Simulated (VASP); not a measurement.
# Bi (Im-3m) in VASP: further runs

The runs below take Bi through single point, relaxation of cell and atoms, with PBEsol.

Program: VASP 6.6.1. These are calculated values, not measurements. Logs are shortened: lines on timing, memory, paths and dates and some standing lists are left out, and cuts for length are marked.

## 1. The structure

The structure is cubic, space group Im-3m (No. 229). Conventional cell: a = 3.755 Å, b = 3.755 Å, c = 3.755 Å, α = 90.00°, β = 90.00°, γ = 90.00°. Around Bi (site symmetry m-3m) lie 8 Bi at 3.25 Å.

This isn't the form of Bi at room conditions, which is rhombohedral.

## 2. Single point, PBEsol

File INCAR:

```
PREC     = Accurate       # precision mode
ENCUT    = 520            # plane-wave cutoff, eV
EDIFF    = 1E-6           # SCF threshold, eV
ISMEAR   = 0              # smearing method
SIGMA    = 0.1            # smearing width, eV
LREAL    = False          # projectors in reciprocal space
LASPH    = True           # aspherical terms in the spheres
NELM     = 100            # most SCF steps
ALGO     = Fast           # electronic algorithm
ISIF     = 2              # what is computed and relaxed
LWAVE    = False          # write WAVECAR
LCHARG   = False          # write CHGCAR
GGA      = PS             # functional
NBANDS   = 14             # bands
```

File KPOINTS:

```
regular mesh
0
Gamma
  16 16 16
```

File POSCAR:

```
Bi
1.0
   -1.8775607543      1.8775607543      1.8775607543
    1.8775607543     -1.8775607543      1.8775607543
    1.8775607543      1.8775607543     -1.8775607543
Bi
1
Direct
    0.0000000000      0.0000000000      0.0000000000
```

Potentials or basis: VASP PAW PBE potentials, release 64 (Bi_d).

Run with:

```bash
> cat potpaw_PBE.64/Bi_d/POTCAR > POTCAR
> mpirun -np 1 vasp_std > vasp.out
```

OUTCAR:

```text
PREC = Accurate
   ENCUT = 520
   EDIFF = 1E-6
   ISMEAR = 0
   LREAL = False
   LASPH = True
   NELM = 100
   ISIF = 2
   GGA = PS

 ion  position               nearest neighbor table
   1  0.000  0.000  0.000-

  LATTYP: Found a body centered cubic cell.
 ALAT       =     3.7551215086

  Lattice vectors:

 A1 = (  -1.8775607543,   1.8775607543,   1.8775607543)
 A2 = (   1.8775607543,  -1.8775607543,   1.8775607543)
 A3 = (   1.8775607543,   1.8775607543,  -1.8775607543)

Analysis of symmetry for initial positions (statically):
=====================================================================
 Subroutine PRICEL returns:
 Original cell was already a primitive cell.

 Routine SETGRP: Setting up the symmetry group for a
 body centered cubic supercell.

 Subroutine GETGRP returns: Found 48 space group operations
 (whereof 48 operations were pure point group operations)
 out of a pool of 48 trial point group operations.

The static configuration has the point symmetry O_h .

Analysis of symmetry for dynamics (positions and initial velocities):
=====================================================================
 Subroutine PRICEL returns:
 Original cell was already a primitive cell.

 Routine SETGRP: Setting up the symmetry group for a
 body centered cubic supercell.

 Subroutine GETGRP returns: Found 48 space group operations
 (whereof 48 operations were pure point group operations)
 out of a pool of 48 trial point group operations.

The dynamic configuration has the point symmetry O_h .

 Subroutine INISYM returns: Found 48 space group operations
 (whereof 48 operations are pure point group operations),
 and found     1 'primitive' translations

----------------------------------------------------------------------------------------

                                     Primitive cell

  volume of cell :      26.4754

  direct lattice vectors                    reciprocal lattice vectors
    -1.877560754  1.877560754  1.877560754     0.000000000  0.266302967  0.266302967
     1.877560754 -1.877560754  1.877560754     0.266302967  0.000000000  0.266302967
     1.877560754  1.877560754 -1.877560754     0.266302967  0.266302967  0.000000000

  length of vectors
     3.252030621  3.252030621  3.252030621     0.376609268  0.376609268  0.376609268

  position of ions in fractional coordinates (direct lattice)
     0.000000000  0.000000000  0.000000000

  ion indices of the primitive-cell ions
   primitive index   ion index
                 1           1

----------------------------------------------------------------------------------------

 KPOINTS: regular mesh

Automatic generation of k-mesh.
 Grid dimensions read from file:
 generate k-points for:   16   16   16

 Generating k-lattice:

  Cartesian coordinates                     Fractional coordinates (reciprocal lattice)
     0.000000000  0.016643935  0.016643935     0.062500000  0.000000000  0.000000000
     0.016643935  0.000000000  0.016643935     0.000000000  0.062500000  0.000000000
     0.016643935  0.016643935  0.000000000     0.000000000  0.000000000  0.062500000

  Length of vectors
     0.023538079  0.023538079  0.023538079

  Shift w.r.t. Gamma in fractional coordinates (k-lattice)
     0.000000000  0.000000000  0.000000000

 Subroutine IBZKPT returns following result:
 ===========================================

 Found    145 irreducible k-points:

 Following reciprocal coordinates:
            Coordinates               Weight
  0.000000  0.000000  0.000000      1.000000
  0.062500  0.000000  0.000000     12.000000
  0.125000  0.000000  0.000000     12.000000
  0.187500  0.000000  0.000000     12.000000
  0.250000  0.000000  0.000000     12.000000
  0.312500  0.000000  0.000000     12.000000
[... 16 lines left out ...]
  0.187500  0.187500  0.000000     24.000000
  0.250000  0.187500  0.000000     48.000000
 [... further k-points ...]
   k-points           NKPTS =    145   k-points in BZ     NKDIM =    145   number of bands    NBANDS=     14
   number of dos      NEDOS =    301   number of ions     NIONS =      1
   total plane-waves  NPLWV =  13824
   dimension x,y,z NGX =    24 NGY =   24 NGZ =   24
   dimension x,y,z NGXF=    48 NGYF=   48 NGZF=   48
   ions per type =               1
   NGX,Y,Z   is equivalent  to a cutoff of  12.27, 12.27, 12.27 a.u.
   NGXF,Y,Z  is equivalent  to a cutoff of  24.54, 24.54, 24.54 a.u.
 SYSTEM =  unknown system
   PREC   = accura    normal or accurate (medium, high low for compatibility)
   ISTART =      0    job   : 0-new  1-cont  2-samecut
   ICHARG =      2    charge: 1-file 2-atom 10-const
   ISPIN  =      1    spin polarized calculation?
   LNONCOLLINEAR =      F non collinear calculations
   LSORBIT =      F    spin-orbit coupling
   LASPH  =      T    aspherical Exc in radial PAW
   ENCUT  =  520.0 eV  38.22 Ry    6.18 a.u.   6.05  6.05  6.05*2*pi/ulx,y,z
   NELM   =    100;   NELMIN=  2; NELMDL= -5     # of ELM steps
   EDIFF  = 0.1E-05   stopping-criterion for ELM
   LREAL  =      F    real-space projection
   EDIFFG = 0.1E-04   stopping-criterion for IOM
   NSW    =      0    number of steps for IOM
   IBRION =     -1    ionic relax: 0-MD 1-quasi-New 2-CG
   NFREE  =      0    steps in history (QN), initial steepest desc. (CG)
   ISIF   =      2    stress and relaxation
   ISYM   =      2    0-nonsym 1-usesym 2-fastsym
   POTIM  = 0.5000    time-step for ionic-motion
   TEBEG  =    0.0;   TEEND  =   0.0 temperature during run
   PSTRESS=    0.0 pullay stress
   NELECT =      15.0000    total number of electrons
   NUPDOWN=      -1.0000    fix difference up-down
   EMIN   =  10.00;   EMAX   =-10.00  energy-range for DOS
   EFERMI =   0.00;   METHOD = LEGACY
   ISMEAR =     0;   SIGMA  =   0.10  broadening in eV -4-tet -1-fermi 0-gaus
   EFERMI_NEDOS =   21; number of points for ismear=-14 and -15
   IALGO  =     68    algorithm
   IMIX   =      4    mixing-type and parameters
     AMIX     =   0.40;   BMIX     =  1.00
     AMIX_MAG =   1.60;   BMIX_MAG =  1.00
  volume/ion in A,a.u.               =      26.48       178.66
  Fermi-wavevector in a.u.,A,eV,Ry     =   1.354642  2.559902 24.967444  1.835055
  Thomas-Fermi vector in A             =   2.481797
   LORBIT       =      0    0 simple, 1 ext, 2 COOP (PROOUT), +10 PAW based schemes
   GGA     = PS    functional components
   LHFCALC =     F    Hartree Fock is set to
   AEXX    =    0.0000 exact exchange contribution
   IVDW    =     0    specifies the selected vdW correction
   LEPSILON=     F    determine dielectric tensor
   LRPA    =     F    only Hartree local field effects (RPA)
 non-spin polarized calculation
 RMM-DIIS sequential band-by-band and
 Gauss-broadening in eV      SIGMA  =   0.10
  energy-cutoff  :      520.00
  volume of cell :       26.48
 maximum number of plane-waves:       733
   NGX = 13   NGY = 13   NGZ = 13

 number of electron      14.9999993 magnetization

 Free energy of the ion-electron system (eV)
  ---------------------------------------------------
  ext. energy  EPLUGINS =         0.00000000
  ---------------------------------------------------
  free energy    TOTEN  =        -4.12314443 eV

  energy without entropy =       -4.12048957  energy(sigma->0) =       -4.12181700

 E-fermi :   9.8818     XC(G=0): -11.2335

 val. band max:        9.8809423812   @ k =   0.3125   0.1250   0.0625
 cond. band min:       9.9255650646   @ k =   0.3125   0.1875   0.1250
 fundamental gap:      0.0446226834
 Fermi energy:         9.8818028653

 k-point     1 :       0.0000    0.0000    0.0000
  band No.  band energies     occupation
      1     -13.2018      2.00000
      2     -13.2018      2.00000
      3     -13.2018      2.00000
      4     -12.9833      2.00000
      5     -12.9833      2.00000
      6      -4.8669      2.00000
      7      16.3106      0.00000
      8      16.3106      0.00000
      9      16.3106      0.00000
     10      20.3877      0.00000
     11      20.3877      0.00000
     12      20.3877      0.00000
     13      21.3342      0.00000
     14      22.7390      0.00000

 k-point     2 :       0.0625    0.0000    0.0000
  band No.  band energies     occupation
      1     -13.2046      2.00000
      2     -13.1977      2.00000
      3     -13.1887      2.00000
      4     -12.9865      2.00000
      5     -12.9837      2.00000
      6      -4.7806      2.00000
      7      15.3875      0.00000
      8      16.0091      0.00000
      9      16.2034      0.00000
     10      19.7752      0.00000
     11      20.1355      0.00000
     12      20.2954      0.00000
     13      21.8994      0.00000
     14      23.1213      0.00000

 k-point     3 :       0.1250    0.0000    0.0000
  band No.  band energies     occupation
      1     -13.2124      2.00000
      2     -13.1869      2.00000
      3     -13.1513      2.00000
      4     -12.9950      2.00000
      5     -12.9849      2.00000
      6      -4.5222      2.00000
      7      13.4815      0.00000
      8      15.2812      0.00000
      9      15.8903      0.00000
     10      18.8853      0.00000
     11      19.6392      0.00000
     12      20.2381      0.00000
     13      22.5620      0.00000
     14      24.0309      0.00000
[... 324 lines left out ...]
 k-point    23 :       0.1875    0.1875    0.0000
  band No.  band energies     occupation
      1     -13.2245      2.00000
      2     -13.1561      2.00000
      3     -13.0216      2.00000
      4     -13.0008      2.00000
      5     -12.9615      2.00000
      6      -2.6094      2.00000
      7       7.8868      2.00000
      8      10.6940      0.00000
      9      13.6745      0.00000
     10      18.8284      0.00000
     11      19.4354      0.00000
     12      22.2090      0.00000
     13      23.8071      0.00000
     14      25.3009      0.00000

 k-point    24 :       0.2500    0.1875    0.0000
  band No.  band energies     occupation
      1     -13.2292      2.00000
      2     -13.1426      2.00000
      3     -13.0176      2.00000
      4     -13.0052      2.00000
      5     -12.9281      2.00000
      6      -1.8603      2.00000
      7       6.6024      2.00000
      8       9.6699      1.99727
      9      13.2547      0.00000
     10      18.6708      0.00000
     11      19.9417      0.00000
     12      22.4549      0.00000
     13      24.8668      0.00000
     14      25.0047      0.00000

 [... further k-points ...]

------------------------ aborting loop because EDIFF is reached ----------------------------------------

  FORCE on cell =-STRESS in cart. coord.  units (eV):
  Direction    XX          YY          ZZ          XY          YZ          ZX
  --------------------------------------------------------------------------------------
  -------------------------------------------------------------------------------------
  Total        1.6525524      1.6525524      1.6525524      0.0000000      0.0000000     -0.0000000
  in kB      100.0054891    100.0054891    100.0054891      0.0000000      0.0000000     -0.0000000
  external PRESSURE =     100.0054891 kB  Pullay stress =       0.0000000 kB

 VOLUME and BASIS-vectors are now :
 -----------------------------------------------------------------------------
  energy-cutoff  :      520.00
  volume of cell :       26.48
      direct lattice vectors                 reciprocal lattice vectors
    -1.877560754  1.877560754  1.877560754     0.000000000  0.266302967  0.266302967
     1.877560754 -1.877560754  1.877560754     0.266302967  0.000000000  0.266302967
     1.877560754  1.877560754 -1.877560754     0.266302967  0.266302967  0.000000000

 POSITION                                       TOTAL-FORCE (eV/Angst)
 -----------------------------------------------------------------------------------
      0.00000      0.00000      0.00000         0.000000     -0.000000      0.000000
 -----------------------------------------------------------------------------------
    total drift:                                0.000000      0.000000      0.000000

  FREE ENERGIE OF THE ION-ELECTRON SYSTEM (eV)
  ---------------------------------------------------
  free  energy   TOTEN  =        -4.1231444290 eV

  energy  without entropy=       -4.1204895674  energy(sigma->0) =       -4.12181700
```

Wall time 25 s (1 thread of Intel Xeon Platinum 8259CL at 2.50GHz (Skylake/Cascade Lake), shared host); peak memory 0.17 GiB.

What came out:

* Free energy: -4.1231 eV
* Pressure: 10.0 GPa
* Band gap on the k mesh: none (metal or under the smearing width)

Caveat: the PAW data sets were made with another functional, which shifts forces and pressure a little; spin-orbit coupling is left out, which moves the levels of the heavy elements.

## 3. Relaxation of cell and atoms, PBEsol, target pressure 10.1 GPa, at which the enthalpy is minimised

This run uses another cell than the first one, of 26.78 Å³/atom, 1.011 times its volume.

File INCAR:

```
SYSTEM = Bi
PREC = Accurate ; ENCUT = 600
EDIFF = 1E-7 ; ISMEAR = 0
SIGMA = 0.1 ; LREAL = .FALSE.
LASPH = .TRUE. ; NELM = 100
ALGO = Fast ; ISIF = 3
LWAVE = .FALSE. ; LCHARG = .FALSE.
GGA = PS ; IBRION = 2
NSW = 50 ; EDIFFG = -0.003
PSTRESS = 101.0
```

File KPOINTS:

```
Automatic mesh
0
G
  16 16 16
  0 0 0
```

File POSCAR:

```
Bi
1.0
   -1.8847243413      1.8847243413      1.8847243413
    1.8847243413     -1.8847243413      1.8847243413
    1.8847243413      1.8847243413     -1.8847243413
Bi
1
Direct
    0.0000000000      0.0000000000      0.0000000000
```

Potentials or basis: VASP PAW PBE potentials, release 64 (Bi_d).

Run with:

```bash
> cat potpaw_PBE.64/Bi_d/POTCAR > POTCAR
> mpirun -np 1 vasp_std > vasp.out
```

It took 2.5 min on 1 thread of Intel Xeon Platinum 8259CL at 2.50GHz (Skylake/Cascade Lake), shared host; peak memory 0.2 GiB.

The run converged. Its results:

```yaml
Free_energy: -4.1223 eV
Relaxed_volume: 26.46 Å³/atom
Relaxed_cell: a = 3.251 Å, b = 3.251 Å, c = 3.251 Å, α = 109.47°, β = 109.47°, γ = 109.47°
Space_group_after_relaxing_to_0.05_Å: Im-3m (No. 229)
Energy_change_on_relaxing_the_enthalpy_is_what_falls: +19.1 meV/atom
Ionic_steps: 4
Pressure_after_relaxing: 10.1 GPa
Band_gap_on_the_k_mesh: none (metal or under the smearing width)
```

The path:
```tsv
step	energy change (eV)	largest force (eV/Å)	pressure (GPa)	volume (Å³)
1	0.0000	0.0000	8.85	26.78
2	0.0523	0.0000	12.15	25.98
3	0.0187	0.0000	10.07	26.46
4	0.0191	0.0000	10.10	26.46
```

Final structure:
```
CELL_PARAMETERS angstrom
-1.87710 1.87710 1.87710
1.87710 -1.87710 1.87710
1.87710 1.87710 -1.87710
ATOMIC_POSITIONS crystal
Bi 0.00000 0.00000 0.00000
```

Levels at points of the mesh, in eV from the Fermi level:
| k point | band 5 | band 6 | band 7 | band 8 | band 9 | band 10 | band 11 |
| --- | --- | --- | --- | --- | --- | --- | --- |
| (0.00, 0.00, 0.00) | -22.86 | -14.75 | 6.44 | 6.44 | 6.44 | 10.51 | 10.51 |
| (0.50, 0.00, 0.00) | -22.73 | -10.69 | -6.07 | 1.94 | 3.91 | 6.65 | 8.07 |
| (0.50, 0.50, 0.50) | -22.76 | -7.76 | -2.16 | -2.16 | -2.16 | 3.41 | 3.41 |

Caveat: the cell is relaxed towards a set pressure, so the enthalpy falls and the energy may rise; the PAW data sets were made with another functional, which shifts forces and pressure a little; spin-orbit coupling is left out, which moves the levels of the heavy elements.
